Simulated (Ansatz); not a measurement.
AlAs (zincblende), relaxed with r2SCAN, was run in the PAW code Ansatz under altered settings. All numbers are computed, without spin polarisation but where a row says otherwise.

```
Al As
1.0
     0.00000    2.83892    2.83892
     2.83892    0.00000    2.83892
     2.83892    2.83892    0.00000
Al As
1 1
Direct
  0.00000 0.00000 0.00000
  0.25000 0.25000 0.25000
```

The base run's other keys:
```yaml
kpoints:
  mp_grid: { grid: [4, 4, 4] }
hamiltonian:
  xc: hse06
scf:
  occupations: { method: fixed }
  n_extra_bands: 4
```

It takes 12 iterations with 893 plane waves at 420 eV and 8 k points, and leaves a mean stress of +0.47 GPa. The gap over this mesh is 2.104 eV. It ran on 4 threads of Arm Neoverse N1, on a shared host.

Outcomes, with energy and stress as changes against the base:

| setting | outcome | ΔF (meV/atom) | Δ mean stress (GPa) | gap on the mesh (eV) | iterations | wall time |
| --- | --- | --- | --- | --- | --- | --- |
| PBE hybrid, exx coeff 0.05, omega 0.3 1/Å | converged | – | +1.4 | 1.533 | 9 | 7.2 s |
| PBE hybrid, exx coeff 0.15, omega 0.1 1/Å | converged | – | +0.6 | 2.007 | 11 | 7.5 s |
| PBE hybrid, exx coeff 0.35, omega 0.1 1/Å | converged | – | -0.9 | 2.803 | 15 | 8.5 s |
| basis.xc_grid: 1 | converged | 0.0 | 0.0 | 2.104 | 12 | 7.5 s |

A dash marks a value that wasn't obtained or can't be compared. Stress is positive in compression. The base took 7.7 s.

- PBE hybrid, exx coeff 0.05, omega 0.3 1/Å. That is 5 % exact exchange, screened with ω = 0.3 1/Å, against HSE06's 25 % screened at 0.208 1/Å. The mean stress moves by +1.4 GPa and the gap on the mesh by -0.570 eV (to 1.533). Totals of different functionals aren't comparable.
- PBE hybrid, exx coeff 0.15, omega 0.1 1/Å. That is 15 % exact exchange, screened with ω = 0.1 1/Å, against HSE06's 25 % screened at 0.208 1/Å. The mean stress moves by +0.6 GPa and the gap on the mesh by -0.097 eV (to 2.007). Totals of different functionals aren't comparable. The program warns that on this mesh the truncation of the exchange isn't bounded, so part of the change can be an error of the mesh.
- PBE hybrid, exx coeff 0.35, omega 0.1 1/Å. That is 35 % exact exchange, screened with ω = 0.1 1/Å, against HSE06's 25 % screened at 0.208 1/Å. The mean stress moves by -0.9 GPa and the gap on the mesh by +0.699 eV (to 2.803). Totals of different functionals aren't comparable. The program warns that on this mesh the truncation of the exchange isn't bounded, so part of the change can be an error of the mesh.

Within 1 meV an atom, 0.1 GPa and 0.005 eV of the base stay: basis.xc_grid: 1.

The runs are scalar-relativistic, without spin-orbit coupling.

The stress of a hybrid is loosely converged in these runs.

The meshes of the hybrids are coarse, so their gaps aren't converged to the digits shown.
